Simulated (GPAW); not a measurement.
The system is KBr.

```xyz
2
Lattice="0.0000 3.3000 3.3000 3.3000 0.0000 3.3000 3.3000 3.3000 0.0000" Properties=species:S:1:pos:R:3 pbc="T T T"
Br    3.3000    3.3000    3.3000
K     0.0000    0.0000    0.0000
```

Program: GPAW 26.7.0. Alike in all runs: no spin polarisation; cell as given.

**Question.** Order these runs on this cell by their band gap on the k mesh, lowest first.
A. level PBE; potentials or basis GPAW PAW data sets (gpaw-data 1.2.1), pw; k mesh 6 × 6 × 6; cutoff (eV) 500; smearing fermi-dirac 0.01 eV
B. level SOGGA; potentials or basis PAW data sets generated in the run's folder for this functional, fd; k mesh 7 × 7 × 7; smearing fermi-dirac 0.05 eV; k mesh for the DOS 10 × 10 × 10; dos width 0.1 eV; grid spacing 0.16 Å
C. level TB-mBJ; potentials or basis GPAW PAW data sets for LDA (gpaw-data 1.2.1), pw; k mesh 7 × 7 × 7; cutoff (eV) 600; smearing fermi-dirac 0.05 eV

**Answer.** B (4.25 eV), A (4.44 eV), C (6.99 eV).

Caveats: a model potential gives levels but no total energy (some runs); an odd mesh through Γ misses points on the zone boundary, where band edges often lie (some runs).

A k mesh can miss the band edges, odd and even meshes differently.
